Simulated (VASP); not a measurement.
# GaAs: input slips in a phonon run and what they do, part 2 of 2

Some phonon runs on GaAs get a fault in the input on purpose. Which of them show, and how? The starting structure is a measured crystal structure from the Crystallography Open Database.

VASP 6.6.1.

Results so far: reference T2 270.0 cm⁻¹.

### 3. Modes with finite displacements, else as the reference

Level of this step: LDA; plane waves and PAW (As, Ga_d) (VASP).

Against step 2 the input has IBRION = 6, NFREE = 2, POTIM = 0.015 and no LEPSILON (also changed: NSW).

INCAR reads:

```
SYSTEM = GaAs
PREC = Accurate
ENCUT = 450
EDIFF = 1E-08
NELM = 100
ISMEAR = 0
SIGMA = 0.03
LREAL = .FALSE.
ALGO = Normal
GGA = CA
NBANDS = 15
LORBIT = 11
LWAVE = .FALSE.
LCHARG = .FALSE.
KPAR = 2
IBRION = 6
NFREE = 2
POTIM = 0.015
NSW = 1
ISIF = 2
```

POSCAR reads:

```
GaAs
1.0
    0.0000000000      2.8043737844      2.8043737844
    2.8043737844      0.0000000000      2.8043737844
    2.8043737844      2.8043737844      0.0000000000
As Ga
1 1
Direct
    0.7500000000      0.7500000000      0.7500000000
    0.0000000000      0.0000000000      0.0000000000
```

KPOINTS reads:

```
Automatic mesh
0
Gamma
6 6 6
0 0 0
```

Potentials, in the order of the species: As and Ga_d (LDA family, release 64).

Command:

```
mpirun -np 2 vasp_std
```

What it wrote:

```text
[... set-up lines as in an earlier step ...]
 entering main loop
       N       E                     dE             d eps       ncg     rms          rms(c)
[... 13 cycles as in an earlier step ...]
   1 F= -.96145881E+01 E0= -.96145881E+01  d E =-.108533E-11
[...]
2 F= -.96134982E+01 E0= -.96134982E+01  d E =-.376800E-16
[...]
3 F= -.96134982E+01 E0= -.96134982E+01  d E =-.435955E-15
[...]
4 F= -.96135030E+01 E0= -.96135030E+01  d E =-.532880E-15
[...]
5 F= -.96135030E+01 E0= -.96135030E+01  d E =-.536855E-15
 Finite differences progress:
  Degree of freedom:   2/  2
  Displacement:        2/  2
  Total:               4/  4
```

Wall time 28 s (2 MPI ranks of Intel Xeon 6975P-C (Granite Rapids), shared host); peak memory 0.32 GiB.

Parts of OUTCAR (step 3):

```text
  Total       -0.0027951     -0.0003278     -0.0003278      0.0000000      0.1131243      0.0000000
  in kB       -0.1015239     -0.0119068     -0.0119068      0.0000000      4.1089320      0.0000000
  external PRESSURE =      -0.0417791 kB  Pullay stress =       0.0000000 kB

 POSITION                                       TOTAL-FORCE (eV/Angst)
 -----------------------------------------------------------------------------------
      4.20656      4.20656      4.20656        -0.145084      0.000000      0.000000
     -0.01500      0.00000      0.00000         0.145084      0.000000      0.000000
 -----------------------------------------------------------------------------------
    total drift:                               -0.000666     -0.000001     -0.000001

  FREE ENERGIE OF THE ION-ELECTRON SYSTEM (eV)
  ---------------------------------------------------
  free  energy   TOTEN  =        -9.6135030153 eV

  energy  without entropy=       -9.6135030153  energy(sigma->0) =       -9.61350302

[... 2 parts as in an earlier step ...]

[... 1 further part left out ...]
[key lines of the parts left out:]
E-fermi :   4.2408
```

The last energy, forces and stress in OUTCAR belong to the last displaced cell, not to that of POSCAR.

With finite displacements, else as the reference the mode is T2 270.0 cm⁻¹, as with the reference.

### 4. Modes with a structure that was not relaxed

A slip made on purpose: a structure that was not relaxed. Against step 2 the input has another starting structure (also changed: NELM).

Edit INCAR of step 3 so:

```diff
@@ -4,3 +4,3 @@
 EDIFF = 1E-08
-NELM = 100
+NELM = 60
 ISMEAR = 0
@@ -15,6 +15,4 @@
 KPAR = 2
-IBRION = 6
-NFREE = 2
-POTIM = 0.015
-NSW = 1
+IBRION = 8
+LEPSILON = .TRUE.
 ISIF = 2
```

POSCAR reads:

```
GaAs
1.0
    0.0000000000      2.8268500000      2.8268500000
    2.8268500000      0.0000000000      2.8268500000
    2.8268500000      2.8268500000      0.0000000000
As Ga
1 1
Direct
    0.7500000000      0.7500000000      0.7500000000
    0.0000000000      0.0000000000      0.0000000000
```

KPOINTS is that of step 3.

Command:

```
mpirun -np 2 vasp_std
```

What it wrote:

```text
[... set-up lines as in an earlier step ...]
 entering main loop
       N       E                     dE             d eps       ncg     rms          rms(c)
DAV:   1     0.786504574186E+02    0.78650E+02   -0.85879E+03   496   0.152E+03
DAV:   2    -0.357206592214E+01   -0.82223E+02   -0.78722E+02   550   0.301E+02
DAV:   3    -0.973813403574E+01   -0.61661E+01   -0.61431E+01   578   0.666E+01
DAV:   4    -0.983992291795E+01   -0.10179E+00   -0.10177E+00   571   0.973E+00
[...]
DAV:  11    -0.960920928656E+01   -0.52143E-05   -0.69339E-06   543   0.418E-02    0.229E-03
DAV:  12    -0.960920916992E+01    0.11664E-06   -0.49193E-07   685   0.987E-03    0.185E-03
DAV:  13    -0.960920917247E+01   -0.25466E-08   -0.76446E-08   564   0.214E-03
   1 F= -.96092092E+01 E0= -.96092092E+01  d E =-.935733E-13
 Linear response reoptimize wavefunctions to high precision
DAV:   1    -0.960920917265E+01   -0.18281E-09   -0.11968E-09   509   0.285E-04
DAV:   2    -0.960920917265E+01   -0.27285E-11   -0.14223E-10   324   0.126E-04
 Linear response G [H, r] |phi>, progress :
  Direction:   1
[...]
RMM:  14    -0.445847713744E-01   -0.52860E-07   -0.14431E-09  1143   0.671E-06    0.290E-08
 first order change of Fermi-energy  -0.12273E-01
 force on displaced ion       1 direction 1 :  -9.145  -0.000  -0.000
 Born effective charge ion    1 direction 1 :  -3.450   0.000   0.000
 Linear response progress:
  Degree of freedom:   2/  2
       N       E                     dE             d eps       ncg     rms          rms(c)
RMM:   1    -0.167218535532E+00   -0.16722E+00    0.10126E-01  1743   0.843E+00
RMM:   2    -0.165655273960E+00    0.15633E-02   -0.25493E-02  2576   0.131E+00    0.432E-02
RMM:   3    -0.165809340747E+00   -0.15407E-03   -0.35385E-03  2690   0.371E-01    0.276E-02
RMM:   4    -0.165523405728E+00    0.28594E-03   -0.65745E-04  2862   0.156E-01    0.773E-03
[...]
RMM:  15    -0.165580169393E+00    0.63926E-08   -0.33924E-07  2881   0.216E-05    0.115E-06
RMM:  16    -0.165580142665E+00    0.26728E-07   -0.20346E-07  2492   0.145E-05    0.144E-07
RMM:  17    -0.165580173285E+00   -0.30619E-07   -0.16856E-07  1839   0.109E-05    0.886E-08
 first order change of Fermi-energy   0.14522E-01
 force on displaced ion       2 direction 1 :  -9.101   0.000   0.000
 Born effective charge ion    2 direction 1 :   2.177   0.000   0.000
 Born effective charges drift removed
 Linear response finished
```

Run time: 1.8 min. Hardware: 2 MPI ranks; peak memory 0.39 GiB.

From OUTCAR (step 4):

```text
  Total       -0.4843174     -0.4843174     -0.4843174     -0.0000000     -0.0000000     -0.0000000
  in kB      -17.1752217    -17.1752217    -17.1752217     -0.0000000     -0.0000000     -0.0000000
  external PRESSURE =     -17.1752217 kB  Pullay stress =       0.0000000 kB

 POSITION                                       TOTAL-FORCE (eV/Angst)
 -----------------------------------------------------------------------------------
      4.24027      4.24027      4.24027        -0.000000     -0.000000     -0.000000
      0.00000      0.00000      0.00000         0.000000      0.000000      0.000000
 -----------------------------------------------------------------------------------
    total drift:                               -0.000001     -0.000001     -0.000000

 MACROSCOPIC STATIC DIELECTRIC TENSOR (including local field effects in DFT)
 ------------------------------------------------------
         151.786952     0.000000    -0.000000
           0.000000   151.786952     0.000000
          -0.000000     0.000000   151.786952
 ------------------------------------------------------

 MACROSCOPIC STATIC DIELECTRIC TENSOR IONIC CONTRIBUTION
 ------------------------------------------------------
           3.492681    -0.000000    -0.000000
          -0.000000     3.492681     0.000000
          -0.000000     0.000000     3.492681
 ------------------------------------------------------

[... 1 part as in an earlier step ...]

[... 1 further part left out ...]
```

With a structure that was not relaxed the mode is T2 262.1 cm⁻¹, -7.9 cm⁻¹ from the reference.

### 5. Modes with perturbation theory asked for with a meta-GGA

A slip made on purpose: perturbation theory asked for with a meta-GGA. Against step 2 the input has METAGGA = R2SCAN, LASPH = .TRUE. and no GGA (also changed: NELM).

Edit INCAR of step 4 so:

```diff
@@ -9,3 +9,2 @@
 ALGO = Normal
-GGA = CA
 NBANDS = 15
@@ -18 +17,3 @@
 ISIF = 2
+METAGGA = R2SCAN
+LASPH = .TRUE.
```

POSCAR reads:

```
GaAs
1.0
    0.0000000000      2.8043737844      2.8043737844
    2.8043737844      0.0000000000      2.8043737844
    2.8043737844      2.8043737844      0.0000000000
As Ga
1 1
Direct
    0.7500000000      0.7500000000      0.7500000000
    0.0000000000      0.0000000000      0.0000000000
```

KPOINTS is that of step 4.

Command:

```
mpirun -np 2 vasp_std
```

What it wrote:

```text
[banner, memory and clock lines left out]
running    2 mpi-ranks, on    1 nodes
[...]
|                                                                             |
|               ----> ADVICE to this user running VASP <----                  |
|                                                                             |
|     You enforced a specific xc type in the INCAR file but a different       |
|     [... a line on the potential file left out ...]
|     I HOPE YOU KNOW WHAT YOU ARE DOING!                                     |
|                                                                             |

 LDA part: xc-table for (None), standard interpolation
 POSCAR, INCAR and KPOINTS ok, starting setup
[...]
entering main loop
       N       E                     dE             d eps       ncg     rms          rms(c)
DAV:   1    -0.204138511187E+03   -0.20414E+03   -0.86476E+03   488   0.160E+03
DAV:   2    -0.287764882250E+03   -0.83626E+02   -0.79811E+02   550   0.315E+02
[...]
1 F= -.29219846E+03 E0= -.29219846E+03  d E =-.932537E-19
|                                                                             |
|     EEEEEEE  RRRRRR   RRRRRR   OOOOOOO  RRRRRR      ###     ###     ###     |
|     E        R     R  R     R  O     O  R     R     ###     ###     ###     |
|     E        R     R  R     R  O     O  R     R     ###     ###     ###     |
|     EEEEE    RRRRRR   RRRRRR   O     O  RRRRRR       #       #       #      |
|     E        R   R    R   R    O     O  R   R                               |
|     E        R    R   R    R   O     O  R    R      ###     ###     ###     |
|     EEEEEEE  R     R  R     R  OOOOOOO  R     R     ###     ###     ###     |
|                                                                             |
|     You have switched on METAGGA and linear-response routines. This         |
|     combination is currently not supported. If you have selected            |
|     LEPSILON=.TRUE., you can try using LCALCEPS=.TRUE. instead. In all      |
|     other cases, VASP will stop. SOOO sorry...                              |
|                                                                             |
|       ---->  I REFUSE TO CONTINUE WITH THIS SICK JOB ... BYE!!! <----       |
|                                                                             |

1
1
```

Wall time 29 s (2 MPI ranks).

VASP stopped with this message: “You have switched on METAGGA and linear-response routines. This combination is currently not supported. If you have selected LEPSILON=.TRUE., you can try using LCALCEPS=.TRUE. instead”.

### 6. Modes with a displacement typed far too large

A slip made on purpose: a displacement typed far too large. Against step 2 the input has IBRION = 6, NFREE = 2, POTIM = 0.25 and no LEPSILON (also changed: NELM and NSW).

INCAR reads:

```
SYSTEM = GaAs
PREC = Accurate
ENCUT = 450
EDIFF = 1E-08
NELM = 60
ISMEAR = 0
SIGMA = 0.03
LREAL = .FALSE.
ALGO = Normal
GGA = CA
NBANDS = 15
LORBIT = 11
LWAVE = .FALSE.
LCHARG = .FALSE.
KPAR = 2
IBRION = 6
NFREE = 2
POTIM = 0.25
NSW = 1
ISIF = 2
```

POSCAR is that of step 5.

KPOINTS is that of step 5.

Command:

```
mpirun -np 2 vasp_std
```

What it wrote:

```text
[... set-up lines as in an earlier step ...]
 entering main loop
       N       E                     dE             d eps       ncg     rms          rms(c)
[... 13 cycles as in an earlier step ...]
   1 F= -.96145881E+01 E0= -.96145881E+01  d E =-.108533E-11
[...]
2 F= -.96134982E+01 E0= -.96134982E+01  d E =-.376800E-16
[...]
3 F= -.96134982E+01 E0= -.96134982E+01  d E =-.435955E-15
[...]
4 F= -.96135030E+01 E0= -.96135030E+01  d E =-.532880E-15
[...]
5 F= -.96135030E+01 E0= -.96135030E+01  d E =-.536855E-15
 Finite differences progress:
  Degree of freedom:   2/  2
  Displacement:        2/  2
  Total:               4/  4
```

Run time: 29 s. Hardware: 2 MPI ranks; peak memory 0.32 GiB.

Parts of OUTCAR (step 6):

```text
[... 6 parts as in an earlier step ...]

[... 1 further part left out ...]
[key lines of the parts left out:]
E-fermi :   4.2408
```

With a displacement typed far too large the mode is T2 270.0 cm⁻¹, as with finite displacements, else as the reference.

### 7. Modes with a loose electronic threshold

A slip made on purpose: a loose electronic threshold. Against step 2 the input has EDIFF = 1E-04, IBRION = 6, NFREE = 2, POTIM = 0.015 and no LEPSILON (also changed: NELM and NSW).

Edit INCAR of step 6 so:

```diff
@@ -3,3 +3,3 @@
 ENCUT = 450
-EDIFF = 1E-08
+EDIFF = 1E-04
 NELM = 60
@@ -17,3 +17,3 @@
 NFREE = 2
-POTIM = 0.25
+POTIM = 0.015
 NSW = 1
```

POSCAR is that of step 6.

KPOINTS is that of step 6.

Command:

```
mpirun -np 2 vasp_std
```

What it wrote:

```text
[... set-up lines as in an earlier step ...]
 entering main loop
       N       E                     dE             d eps       ncg     rms          rms(c)
[... 8 cycles as in an earlier step ...]
DAV:   9    -0.961457709770E+01    0.27627E-04   -0.73315E-04   593   0.348E-01
   1 F= -.96145771E+01 E0= -.96145771E+01  d E =-.216253E-12
[...]
2 F= -.96134996E+01 E0= -.96134996E+01  d E =-.400727E-18
[...]
3 F= -.96135023E+01 E0= -.96135023E+01  d E =-.161798E-21
[...]
4 F= -.96135067E+01 E0= -.96135067E+01  d E =-.738760E-21
[...]
5 F= -.96135063E+01 E0= -.96135063E+01  d E =-.167075E-16
 Finite differences progress:
  Degree of freedom:   2/  2
  Displacement:        2/  2
  Total:               4/  4
```

Run time: 15 s. Hardware: 2 MPI ranks; peak memory 0.31 GiB.

OUTCAR, selected parts (step 7):

```text
  Total        0.0159131      0.0145003      0.0145003      0.0000000      0.1220548      0.0000000
  in kB        0.5779994      0.5266847      0.5266847      0.0000000      4.4333058      0.0000000
  external PRESSURE =       0.5437896 kB  Pullay stress =       0.0000000 kB

 POSITION                                       TOTAL-FORCE (eV/Angst)
 -----------------------------------------------------------------------------------
      4.20656      4.20656      4.20656        -0.145654      0.000000      0.000000
     -0.01500      0.00000      0.00000         0.145654      0.000000      0.000000
 -----------------------------------------------------------------------------------
    total drift:                                0.000106     -0.000009     -0.000009

  FREE ENERGIE OF THE ION-ELECTRON SYSTEM (eV)
  ---------------------------------------------------
  free  energy   TOTEN  =        -9.6135063163 eV

  energy  without entropy=       -9.6135063163  energy(sigma->0) =       -9.61350632

[... 2 parts as in an earlier step ...]

[... 1 further part left out ...]
[key lines of the parts left out:]
E-fermi :   4.2508
```

With a loose electronic threshold the mode is T2 270.2 cm⁻¹, +0.2 cm⁻¹ from finite displacements, else as the reference.

### 8. All runs side by side

| run | ended | T2 | method | core minutes |
| --- | --- | --- | --- | --- |
| reference | converged | 270.0 | perturbation theory | 4.6 |
| finite displacements, else as the reference | converged | 270.0 | finite displacements | 0.933 |
| a structure that was not relaxed | converged | 262.1 | perturbation theory | 3.57 |
| perturbation theory asked for with a meta-GGA | stopped by VASP | - | perturbation theory | 0.967 |
| a displacement typed far too large | converged | 270.0 | finite displacements | 0.967 |
| a loose electronic threshold | converged | 270.2 | finite displacements | 0.487 |

Modes are in cm⁻¹, degenerate ones as one, matched between runs by symmetry and order. A number in brackets counts the listed modes of one symmetry from the lowest. The symmetry labels come from an automatic analysis and can be wrong where levels nearly coincide. Core minutes are wall time times ranks of the run shown, on a shared host.

### 9. Summary of results

```yaml
t2_reference: 270.0 cm⁻¹
t2_finite_displacements_else_as_the_reference: 270.0 cm⁻¹
t2_a_structure_that_was_not_relaxed: 262.1 cm⁻¹
t2_a_displacement_typed_far_too_large: 270.0 cm⁻¹
t2_a_loose_electronic_threshold: 270.2 cm⁻¹
run_with_perturbation_theory_asked_for_with_a_meta_gga: stopped by VASP
```

VASP stopped by itself in the run with perturbation theory asked for with a meta-GGA. Finished, but with signs in the output that stand out against the reference: a structure that was not relaxed, with modes off by up to -7.9 cm⁻¹, in T2 (signs: a pressure of -1.7 GPa on the undisplaced cell); a loose electronic threshold, with modes off by up to +0.2 cm⁻¹, in T2 (signs: a pressure of -0.5 GPa on the undisplaced cell and a translation at -2 cm⁻¹ instead of zero). The displacement typed far too large never took effect: VASP put its default in its place. Runs with finite displacements are held against the sound run of that kind. The dielectric constants and Born charges in the logs aren't compared here; at a small gap they can be far off, and in a run without a gap they mean nothing. The frequencies are harmonic, and the splitting of polar modes by their long-range field is left out. Further runs on this material are not shown.

[Lines on the potential files, build, host, timing and source positions are cut from VASP's logs without a mark.]

[Logs are printed without paths, hosts, clocks, repeated set-up lines and the standing remarks that a program may print on its own settings, such as how far it seeks lower states.]

[Hosts, paths, dates, database ids (printed as entryN), source tags and the programs' standing remarks are cut or masked in the printed files.]
